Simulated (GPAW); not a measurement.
Runs of GPAW 26.7.0 on ZnSe (Stilleite). The structure is cubic, space group F-43m (No. 216). Conventional cell: a = 5.668 Å, b = 5.668 Å, c = 5.668 Å, α = 90.00°, β = 90.00°, γ = 90.00°. Around Se (site symmetry -43m) lie 4 Zn at 2.45 Å. Zn (site symmetry -43m) is surrounded by 4 Se at 2.45 Å. 

| task | level | potentials or basis | cell | k mesh | cutoff (eV) | smearing | eigensolver | maxiter | convergence | ranks | response ecut | mesh quality | gap on the mesh (eV) | V0 of scaled cells (Å³/atom) | B0 (GPa) |
| --- | --- | --- | --- | --- | --- | --- | --- | --- | --- | --- | --- | --- | --- | --- | --- |
| equation of state | BLYP+D4 | PAW data sets generated in the run's folder for this functional, pw | F-43m, 22.76 Å³/atom | 7 × 7 × 7 | 600 | fermi-dirac 0.05 eV | davidson | 150 | - | - | - | not flagged | - | 22.85 | 61 |
| single point | LDA | the program's PAW data sets (release 1.2.1) made for this functional, pw | F-43m, 22.76 Å³/atom | 7 × 7 × 7 | 500 | fermi-dirac 0.05 eV | - | 120 | default | - | - | not flagged | 1.04 | - | - |
| single point | PBE0 | GPAW PAW data sets (gpaw-data 1.2.1), pw | F-43m, 22.76 Å³/atom | 6 × 6 × 6 | 450 | fermi-dirac 0.05 eV | - | 60 | - | 8 | - | not flagged | (a) | - | - |
| dielectric tensor | LDA | the program's PAW data sets (release 1.2.1) made for this functional, pw | F-43m, 24.12 Å³/atom | 7 × 7 × 7 | 500 | fermi-dirac 0.001 eV | - | 150 | - | - | 80 eV | not flagged | 0.82 | - | - |
| equation of state | LDA | PAW data sets generated in the run's folder for this functional, pw | F-43m, 22.76 Å³/atom | 7 × 7 × 7 | 600 | fermi-dirac 0.05 eV | - | 150 | - | - | - | not flagged | - | (b) | 72 |
| dielectric tensor | LDA | the program's PAW data sets (release 1.2.1) made for this functional, pw | F-43m, 22.76 Å³/atom | 7 × 7 × 7 | 500 | fermi-dirac 0.001 eV | - | 150 | - | - | 80 eV | not flagged | 1.04 | - | - |
| dielectric tensor | LDA | the program's PAW data sets (release 1.2.1) made for this functional, pw | F-43m, 21.39 Å³/atom | 7 × 7 × 7 | 500 | fermi-dirac 0.001 eV | - | 150 | - | - | 80 eV | not flagged | 1.30 | - | - |

Alike in all rows: no spin polarisation.

Problem. Estimate the missing entries.

Solution. (a) 3.03; (b) 21.50.

Caveats: the long-wavelength limit can be off by several per cent where d states take part (some runs); the cutoff is short for stress and forces, so pressures can be off by a GPa or more (some runs); the PAW data sets were made with another functional, which shifts forces and pressure a little (some runs).

A k mesh can miss the band edges, and the runs leave out spin-orbit coupling on Se.
